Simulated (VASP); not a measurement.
# Bi (R-3m) in VASP: notebook

Aim: see how the results for Bi move with the level of theory and the settings. Levels: PBE, PBE+D3(BJ). Tasks: relaxation of cell and atoms.

Program: VASP 6.6.1. These are calculated values, not measurements. Logs are shortened: lines on timing, memory, paths and dates and some standing lists are left out, and cuts for length are marked.

## (1) The crystal as given

The structure is trigonal, space group R-3m (No. 166). Conventional cell: a = 4.585 Å, b = 4.585 Å, c = 12.135 Å, α = 90.00°, β = 90.00°, γ = 120.00°. Bi (site symmetry 3m) is surrounded by 3 Bi at 3.11 Å.

## (2) Relaxation of cell and atoms, PBE

Input file INCAR:

```
PREC = Accurate ; ENCUT = 600
EDIFF = 1E-7 ; ISMEAR = 1
SIGMA = 0.1 ; LREAL = False
LASPH = True ; NELM = 80
ALGO = Normal ; ISIF = 3
LWAVE = False ; LCHARG = False
GGA = PE ; IBRION = 2
NSW = 90 ; EDIFFG = -0.005
```

Input file KPOINTS:

```
Automatic mesh
0
Gamma
  12 12 12
```

Input file POSCAR:

```
Bi                                      
1.0
    2.2923225448      1.3234730383      4.0448875252
   -2.2923225448      1.3234730383      4.0448875252
    0.0000000000     -2.6469460767      4.0448875252
  Bi            
     2
Direct
     0.2338487919658584    0.2338487919658584    0.2338487919658584
     0.7661512080341416    0.7661512080341416    0.7661512080341416
```

Potentials or basis: VASP PAW PBE potentials, release 64 (Bi_d).

The run is started by

```bash
> cat potpaw_PBE.64/Bi_d/POTCAR > POTCAR
> mpirun -np 1 vasp_std > vasp.out
```

OUTCAR:

```text
PREC = Accurate
   ENCUT = 600
   EDIFF = 1E-7
   ISMEAR = 1
   LREAL = False
   LASPH = True
   NELM = 80
   ISIF = 3
   GGA = PE
   IBRION = 2
   NSW = 90
   EDIFFG = -0.005

 ion  position               nearest neighbor table
   1  0.234  0.234  0.234-   2 3.11   2 3.11   2 3.11   2 3.58   2 3.58   2 3.58
   2  0.766  0.766  0.766-   1 3.11   1 3.11   1 3.11   1 3.58   1 3.58   1 3.58

  LATTYP: Found a trigonal (rhomboedric) cell.
 ALAT       =     4.8339878593
 COS(alpha) =     0.5502508654

  Lattice vectors:

 A1 = (   2.2923225448,   1.3234730383,   4.0448875252)
 A2 = (  -2.2923225448,   1.3234730383,   4.0448875252)
 A3 = (   0.0000000000,  -2.6469460767,   4.0448875252)

Analysis of symmetry for initial positions (statically):
=====================================================================
 Subroutine PRICEL returns:
 Original cell was already a primitive cell.

 Routine SETGRP: Setting up the symmetry group for a
 trigonal (rhombohedral) supercell.

 Subroutine GETGRP returns: Found 12 space group operations
 (whereof 12 operations were pure point group operations)
 out of a pool of 12 trial point group operations.

The static configuration has the point symmetry D_3d.

Analysis of symmetry for dynamics (positions and initial velocities):
=====================================================================
 Subroutine PRICEL returns:
 Original cell was already a primitive cell.

 Routine SETGRP: Setting up the symmetry group for a
 trigonal (rhombohedral) supercell.

 Subroutine GETGRP returns: Found 12 space group operations
 (whereof 12 operations were pure point group operations)
 out of a pool of 12 trial point group operations.

The dynamic configuration has the point symmetry D_3d.

 Subroutine INISYM returns: Found 12 space group operations
 (whereof 12 operations are pure point group operations),
 and found     1 'primitive' translations

----------------------------------------------------------------------------------------

                                     Primitive cell

  volume of cell :      73.6289

  direct lattice vectors                    reciprocal lattice vectors
     2.292322545  1.323473038  4.044887525     0.218119392  0.125931290  0.082408554
    -2.292322545  1.323473038  4.044887525    -0.218119392  0.125931290  0.082408554
     0.000000000 -2.646946077  4.044887525     0.000000000 -0.251862579  0.082408554

  length of vectors
     4.833987859  4.833987859  4.833987859     0.265001752  0.265001752  0.265001752

  position of ions in fractional coordinates (direct lattice)
     0.233848792  0.233848792  0.233848792
     0.766151208  0.766151208  0.766151208

  ion indices of the primitive-cell ions
   primitive index   ion index
                 1           1
                 2           2

----------------------------------------------------------------------------------------

 KPOINTS: Automatic mesh

Automatic generation of k-mesh.
 Grid dimensions read from file:
 generate k-points for:   12   12   12

 Generating k-lattice:

  Cartesian coordinates                     Fractional coordinates (reciprocal lattice)
     0.018176616  0.010494274  0.006867380     0.083333333  0.000000000  0.000000000
    -0.018176616  0.010494274  0.006867380     0.000000000  0.083333333  0.000000000
     0.000000000 -0.020988548  0.006867380     0.000000000  0.000000000  0.083333333

  Length of vectors
     0.022083479  0.022083479  0.022083479

  Shift w.r.t. Gamma in fractional coordinates (k-lattice)
     0.000000000  0.000000000  0.000000000

 Subroutine IBZKPT returns following result:
 ===========================================

 Found    189 irreducible k-points:

 Following reciprocal coordinates:
            Coordinates               Weight
  0.000000  0.000000  0.000000      1.000000
  0.083333 -0.000000 -0.000000      6.000000
  0.166667 -0.000000 -0.000000      6.000000
  0.250000 -0.000000 -0.000000      6.000000
  0.333333 -0.000000 -0.000000      6.000000
  0.416667 -0.000000 -0.000000      6.000000
[... 16 lines left out ...]
  0.500000  0.166667 -0.000000     12.000000
 -0.416667  0.166667  0.000000     12.000000
 [... further k-points ...]
   k-points           NKPTS =    189   k-points in BZ     NKDIM =    189   number of bands    NBANDS=     19
   number of dos      NEDOS =    301   number of ions     NIONS =      2
   total plane-waves  NPLWV =  64000
   dimension x,y,z NGX =    40 NGY =   40 NGZ =   40
   dimension x,y,z NGXF=    80 NGYF=   80 NGZF=   80
   ions per type =               2
   NGX,Y,Z   is equivalent  to a cutoff of  13.76, 13.76, 13.76 a.u.
   NGXF,Y,Z  is equivalent  to a cutoff of  27.51, 27.51, 27.51 a.u.
 SYSTEM =  unknown system
   PREC   = accura    normal or accurate (medium, high low for compatibility)
   ISTART =      0    job   : 0-new  1-cont  2-samecut
   ICHARG =      2    charge: 1-file 2-atom 10-const
   ISPIN  =      1    spin polarized calculation?
   LNONCOLLINEAR =      F non collinear calculations
   LSORBIT =      F    spin-orbit coupling
   LASPH  =      T    aspherical Exc in radial PAW
   ENCUT  =  600.0 eV  44.10 Ry    6.64 a.u.   9.65  9.65  9.65*2*pi/ulx,y,z
   NELM   =     80;   NELMIN=  2; NELMDL= -5     # of ELM steps
   EDIFF  = 0.1E-06   stopping-criterion for ELM
   LREAL  =      F    real-space projection
   EDIFFG = -.5E-02   stopping-criterion for IOM
   NSW    =     90    number of steps for IOM
   IBRION =      2    ionic relax: 0-MD 1-quasi-New 2-CG
   NFREE  =      1    steps in history (QN), initial steepest desc. (CG)
   ISIF   =      3    stress and relaxation
   ISYM   =      2    0-nonsym 1-usesym 2-fastsym
   POTIM  = 0.5000    time-step for ionic-motion
   TEBEG  =    0.0;   TEEND  =   0.0 temperature during run
   PSTRESS=    0.0 pullay stress
   NELECT =      30.0000    total number of electrons
   NUPDOWN=      -1.0000    fix difference up-down
   EMIN   =  10.00;   EMAX   =-10.00  energy-range for DOS
   EFERMI =   0.00;   METHOD = LEGACY
   ISMEAR =     1;   SIGMA  =   0.10  broadening in eV -4-tet -1-fermi 0-gaus
   EFERMI_NEDOS =   21; number of points for ismear=-14 and -15
   IALGO  =     38    algorithm
   IMIX   =      4    mixing-type and parameters
     AMIX     =   0.40;   BMIX     =  1.00
     AMIX_MAG =   1.60;   BMIX_MAG =  1.00
  volume/ion in A,a.u.               =      36.81       248.44
  Fermi-wavevector in a.u.,A,eV,Ry     =   1.213666  2.293496 20.041170  1.472984
  Thomas-Fermi vector in A             =   2.349110
   LORBIT       =      0    0 simple, 1 ext, 2 COOP (PROOUT), +10 PAW based schemes
   GGA     = PE    functional components
   LHFCALC =     F    Hartree Fock is set to
   AEXX    =    0.0000 exact exchange contribution
   IVDW    =     0    specifies the selected vdW correction
   LEPSILON=     F    determine dielectric tensor
   LRPA    =     F    only Hartree local field effects (RPA)
 conjugate gradient relaxation of ions
 non-spin polarized calculation
 Methfessel and Paxton  Order N= 1 SIGMA  =   0.10
  energy-cutoff  :      600.00
  volume of cell :       73.63
 maximum number of plane-waves:      2473
   NGX = 19   NGY = 19   NGZ = 19

--------------------------------------- Ionic step        1  -------------------------------------------

 number of electron      29.9999999 magnetization

 Free energy of the ion-electron system (eV)
  ---------------------------------------------------
  ext. energy  EPLUGINS =         0.00000000
  ---------------------------------------------------
  free energy    TOTEN  =        -7.77417986 eV

  energy without entropy =       -7.77434633  energy(sigma->0) =       -7.77423535

------------------------ aborting loop because EDIFF is reached ----------------------------------------

  FORCE on cell =-STRESS in cart. coord.  units (eV):
  Direction    XX          YY          ZZ          XY          YZ          ZX
  --------------------------------------------------------------------------------------
  -------------------------------------------------------------------------------------
  Total       -0.0054852     -0.0054852      0.0139346      0.0000000     -0.0000000      0.0000000
  in kB       -0.1193598     -0.1193598      0.3032195      0.0000000     -0.0000000      0.0000000
  external PRESSURE =       0.0215000 kB  Pullay stress =       0.0000000 kB
[... 57 lines left out ...]
  energy  without entropy=       -7.7743544877  energy(sigma->0) =       -7.77424215

--------------------------------------- Ionic step        3  -------------------------------------------

 number of electron      29.9999999 magnetization

 Free energy of the ion-electron system (eV)
  ---------------------------------------------------
  ext. energy  EPLUGINS =         0.00000000
  ---------------------------------------------------
  free energy    TOTEN  =        -7.77419585 eV

  energy without entropy =       -7.77436994  energy(sigma->0) =       -7.77425388

 E-fermi :   5.7838     XC(G=0):  -9.3184

 val. band max:        5.7769218301   @ k =   0.4167   0.0833   0.0833
 cond. band min:       5.8216012067   @ k =  -0.4167   0.5000   0.4167
 fundamental gap:      0.0446793766
 Fermi energy:         5.7838078539

 k-point     1 :       0.0000    0.0000    0.0000
  band No.  band energies     occupation
      1     -17.0273      2.00000
      2     -17.0273      2.00000
      3     -16.8945      2.00000
      4     -16.8945      2.00000
      5     -16.8818      2.00000
      6     -16.7344      2.00000
[... 11 lines left out ...]
     18       8.6866      0.00000
     19      11.4419      0.00000
[... 489 lines left out ...]
      3     -16.8597      2.00000
      4     -16.8459      2.00000
      5     -16.8184      2.00000
      6     -16.8044      2.00000
[... 11 lines left out ...]
     18       8.9555      0.00000
     19      12.4891      0.00000

 [... further k-points ...]

------------------------ aborting loop because EDIFF is reached ----------------------------------------

  FORCE on cell =-STRESS in cart. coord.  units (eV):
  Direction    XX          YY          ZZ          XY          YZ          ZX
  --------------------------------------------------------------------------------------
  -------------------------------------------------------------------------------------
  Total        0.0056203      0.0056203      0.0068439      0.0000000     -0.0000000      0.0000000
  in kB        0.1222640      0.1222640      0.1488823      0.0000000     -0.0000000      0.0000000
  external PRESSURE =       0.1311368 kB  Pullay stress =       0.0000000 kB
[... 17 lines left out ...]
  FREE ENERGIE OF THE ION-ELECTRON SYSTEM (eV)
  ---------------------------------------------------
  free  energy   TOTEN  =        -7.7741958479 eV

  energy  without entropy=       -7.7743699361  energy(sigma->0) =       -7.77425388

 reached required accuracy - stopping structural energy minimisation
```

It took 10 min on 1 thread of Intel Xeon Platinum 8488C (Sapphire Rapids), shared host; peak memory 0.44 GiB.

What came out:

```
Free energy                            : -7.7742 eV
Relaxed volume                         : 36.82 Å³/atom
Relaxed cell                           : a = 4.838 Å, b = 4.838 Å, c = 4.838 Å, α = 56.53°, β = 56.53°, γ = 56.53°
Space group after relaxing (to 0.05 Å) : R-3m (No. 166)
Energy gained by relaxing              : 0.0 meV/atom
Ionic steps                            : 3
Pressure after relaxing                : 0.0 GPa
Largest force after relaxing           : 0.003 eV/Å
Band gap on the k mesh                 : none (metal or under the smearing width)
```

Forces in eV/Å, atoms in the order of the input:
```
Bi   0.000  0.000 -0.003
Bi   0.000  0.000  0.003
```

Final structure:
```yaml
crystal:
  lattice:
    - [2.29111, 1.32277, 4.05033]
    - [-2.29111, 1.32277, 4.05033]
    - [0.00000, -2.64555, 4.05033]
  atoms:
    - { symbol: Bi, position: [0.23381, 0.23381, 0.23381] }
    - { symbol: Bi, position: [0.76619, 0.76619, 0.76619] }
```

Caveat: spin-orbit coupling is left out, which moves the levels of the heavy elements.

## (3) Relaxation of cell and atoms, PBE+D3(BJ)

This run uses another cell than the first one, of 35.07 Å³/atom, 0.953 times its volume.

Input file INCAR:

```
SYSTEM = Bi
ALGO = Normal
EDIFF = 1E-6
EDIFFG = -0.01
ENCUT = 600
GGA = PE
IBRION = 2
ISIF = 3
ISMEAR = 1
IVDW = 12
LASPH = .TRUE.
LCHARG = .FALSE.
LREAL = .FALSE.
LWAVE = .FALSE.
NELM = 80
NSW = 90
PREC = Accurate
SIGMA = 0.1
```

Input file KPOINTS:

```
k-points
0
G
  12 12 12
  0 0 0
```

Input file POSCAR:

```
Bi
1.0
    2.2675000000      1.3091417354      3.9380000000
   -2.2675000000      1.3091417354      3.9380000000
    0.0000000000     -2.6182834708      3.9380000000
Bi
2
Direct
    0.2340000000      0.2340000000      0.2340000000
    0.7660000000      0.7660000000      0.7660000000
```

Potentials or basis: VASP PAW PBE potentials, release 64 (Bi_d).

The run is started by

```bash
> cat potpaw_PBE.64/Bi_d/POTCAR > POTCAR
> mpirun -np 1 vasp_std > vasp.out
```

Wall time 23 min (1 thread of Intel Xeon Platinum 8375C at 2.90GHz (Ice Lake), shared host); peak memory 0.44 GiB.

Results (log left out):

* Free energy: -8.6692 eV
* Relaxed volume: 34.55 Å³/atom
* Relaxed cell: a = 4.684 Å, b = 4.684 Å, c = 4.684 Å, α = 57.87°, β = 57.87°, γ = 57.87°
* Space group after relaxing (to 0.05 Å): R-3m (No. 166)
* Energy gained by relaxing: 4.0 meV/atom
* Ionic steps: 9
* Pressure after relaxing: 0.0 GPa
* Largest force after relaxing: 0.009 eV/Å
* Band gap on the k mesh: none (metal or under the smearing width)
* Dispersion energy per atom: -0.462 eV

Forces in eV/Å, atoms in the order of the input:
```
Bi   0.000  0.000 -0.009
Bi   0.000  0.000  0.009
```

Step by step:
```tsv
step	energy change (eV)	largest force (eV/Å)	pressure (GPa)	volume (Å³)
1	0.0000	0.2271	0.06	70.14
2	-0.0037	0.1219	-0.25	70.27
3	-0.0050	0.0277	-0.54	70.40
4	-0.0072	0.0180	-0.09	69.54
5	-0.0073	0.0134	0.04	69.29
6	-0.0073	0.0127	0.05	69.25
7	-0.0076	0.0086	0.03	69.21
8	-0.0081	0.0107	-0.01	69.10
9	-0.0081	0.0089	-0.02	69.10
```

Final structure:
```
Bi
1.0
     2.26612    1.30835    3.88451
    -2.26612    1.30835    3.88451
     0.00000   -2.61669    3.88451
Bi
2
Direct
  0.23731 0.23731 0.23731
  0.76269 0.76269 0.76269
```

Levels at points of the mesh, in eV from the Fermi level:
| k point | band 12 | band 13 | band 14 | band 15 | band 16 | band 17 | band 18 | band 19 |
| --- | --- | --- | --- | --- | --- | --- | --- | --- |
| (0.00, 0.00, 0.00) | -7.39 | -1.48 | -1.21 | -1.21 | 2.79 | 3.07 | 3.07 | 5.53 |
| (0.50, 0.00, 0.00) | -10.60 | -1.10 | -0.97 | -0.23 | -0.23 | 0.39 | 0.79 | 7.76 |
| (0.50, 0.50, 0.00) | -9.39 | -4.81 | -3.09 | -2.95 | 2.50 | 5.05 | 5.39 | 6.97 |
| (0.50, 0.50, 0.50) | -10.13 | -0.77 | -0.49 | -0.49 | 0.54 | 0.54 | 0.58 | 7.33 |

Caveat: spin-orbit coupling is left out, which moves the levels of the heavy elements; pairwise dispersion overbinds metals, which lowers pressure and volume.

## (4) Relaxation of cell and atoms, PBE+D3(BJ)

This run uses another cell than the first one, of 34.55 Å³/atom, 0.939 times its volume.

Changes to INCAR since step 3:

```diff
@@ -2,4 +2,4 @@
 ALGO = Normal
-EDIFF = 1E-6
-EDIFFG = -0.01
+EDIFF = 1E-7
+EDIFFG = -0.005
 ENCUT = 600
```

KPOINTS is that of step 3.

Input file POSCAR:

```
Bi                                      
1.0
    2.2661213161      1.3083457519      3.8845110144
   -2.2661213161      1.3083457519      3.8845110144
    0.0000000000     -2.6166915037      3.8845110144
  Bi            
     2
Direct
     0.2373109763416976    0.2373109763416976    0.2373109763416976
     0.7626890236583023    0.7626890236583023    0.7626890236583023
```

The run is started by

```bash
> cat potpaw_PBE.64/Bi_d/POTCAR > POTCAR
> mpirun -np 1 vasp_std > vasp.out
```

Wall time 5.8 min (1 thread of Intel Xeon Platinum 8375C at 2.90GHz (Ice Lake), shared host); peak memory 0.43 GiB.

The run converged. Its results:

* Free energy: -8.6691 eV
* Relaxed volume: 34.54 Å³/atom
* Relaxed cell: a = 4.682 Å, b = 4.682 Å, c = 4.682 Å, α = 57.90°, β = 57.90°, γ = 57.90°
* Space group after relaxing (to 0.05 Å): R-3m (No. 166)
* Energy gained by relaxing: 0.0 meV/atom
* Ionic steps: 2
* Pressure after relaxing: 0.0 GPa
* Largest force after relaxing: 0.004 eV/Å
* Band gap on the k mesh: none (metal or under the smearing width)
* Dispersion energy per atom: -0.462 eV

Forces on the atoms (eV/Å):
```
Bi   0.000  0.000 -0.004
Bi   0.000  0.000  0.004
```

Final structure:
```xyz
2
Lattice="2.2663 1.3084 3.8827 -2.2663 1.3084 3.8827 0.0000 -2.6168 3.8827" Properties=species:S:1:pos:R:3 pbc="T T T"
Bi    0.0000    0.0000    2.7638
Bi    0.0000    0.0000    8.8844
```

Levels at points of the mesh, in eV from the Fermi level:
| k point | band 12 | band 13 | band 14 | band 15 | band 16 | band 17 | band 18 | band 19 |
| --- | --- | --- | --- | --- | --- | --- | --- | --- |
| (0.00, 0.00, 0.00) | -7.39 | -1.48 | -1.21 | -1.21 | 2.79 | 3.07 | 3.07 | 5.53 |
| (0.50, 0.00, 0.00) | -10.60 | -1.10 | -0.97 | -0.24 | -0.23 | 0.39 | 0.80 | 7.76 |
| (0.50, 0.50, 0.00) | -9.39 | -4.81 | -3.09 | -2.95 | 2.50 | 5.05 | 5.39 | 6.97 |
| (0.50, 0.50, 0.50) | -10.13 | -0.78 | -0.49 | -0.49 | 0.54 | 0.54 | 0.58 | 7.33 |

Caveat: spin-orbit coupling is left out, which moves the levels of the heavy elements; pairwise dispersion overbinds metals, which lowers pressure and volume.
